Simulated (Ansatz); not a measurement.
# BaTiO3: single point with PBE

The system is BaTiO3.

```xyz
10
Lattice="4.5339 -2.9380 -2.8445 -4.1792 -2.1732 2.5787 -4.6762 2.6714 -2.7780" Properties=species:S:1:pos:R:3 pbc="T T T"
Ba    0.0840   -2.6676   -2.9251
Ba    0.3596   -5.0980   -0.2695
Ti   -2.2602   -0.0254   -2.8155
Ti   -2.0304   -2.4394   -0.1341
O     0.1677   -2.5637   -0.1876
O    -0.0743   -0.1457   -2.8591
O    -2.1593   -1.1997   -1.5176
O    -6.5741   -0.9440   -1.6257
O    -2.3575    1.3116   -1.4278
O    -2.0878   -1.1006    1.2786
```

The cell isn't the ideal one: cell sheared at random, sigma 0.06, atoms nudged by 0.01 Å.

```yaml
Program: Ansatz 0.2.0
Task: single point
Functional: PBE
Potentials_or_basis: Ansatz PAW
Cutoff: "420 eV (not typed: the program's choice for these potentials)"
k_mesh: 7 × 7 × 6
Occupations: fermi-dirac, width 0.05 eV
Spin: no spin polarisation
```

```json
{
 "Pressure": "14.6 GPa",
 "Largest force": "1.016 eV/Å",
 "Band gap on the k mesh": "1.02 eV"
}
```

Forces on the atoms (eV/Å):
```
Ba   0.123 -0.224 -0.110
Ba  -0.025 -0.197  0.105
Ti   0.107  0.711 -0.502
Ti   0.192  0.560 -0.443
O   -0.239  0.151  0.117
O   -0.165  0.222  0.181
O    0.034 -0.764  0.321
O   -0.029 -0.918  0.434
O    0.027  0.301  0.058
O   -0.025  0.158 -0.160
```

Stress tensor (GPa, compression positive):
```
 -5.20  12.80  -4.53
 12.80  36.50 -14.93
 -4.53 -14.93  12.45
```

Levels at points of the mesh, in eV from the valence-band top:
| k point | band 37 | band 38 | band 39 | band 40 | band 41 | band 42 | band 43 | band 44 |
| --- | --- | --- | --- | --- | --- | --- | --- | --- |
| (0.00, 0.00, 0.00) | -0.51 | -0.17 | -0.09 | 0.00 | 1.02 | 1.45 | 1.64 | 2.89 |
| (0.00, 0.00, -0.50) | -0.62 | -0.60 | -0.31 | -0.21 | 2.42 | 2.47 | 2.95 | 2.98 |

It took 23 s on 4 threads of Arm Neoverse V1, on a shared host, peak memory 0.93 GiB.

Caveat: odd divisions of the mesh miss points on the zone boundary, where band edges often lie, so the gap on the mesh can be too wide; the pressure holds a Pulay correction of +0.6 GPa for the finite cutoff; spin-orbit coupling is left out, which moves the levels of the heavy elements; forces of over 1 eV/Å show positions far from the minimum, so gaps and moduli don't describe the material at rest. A k mesh can miss the band edges.
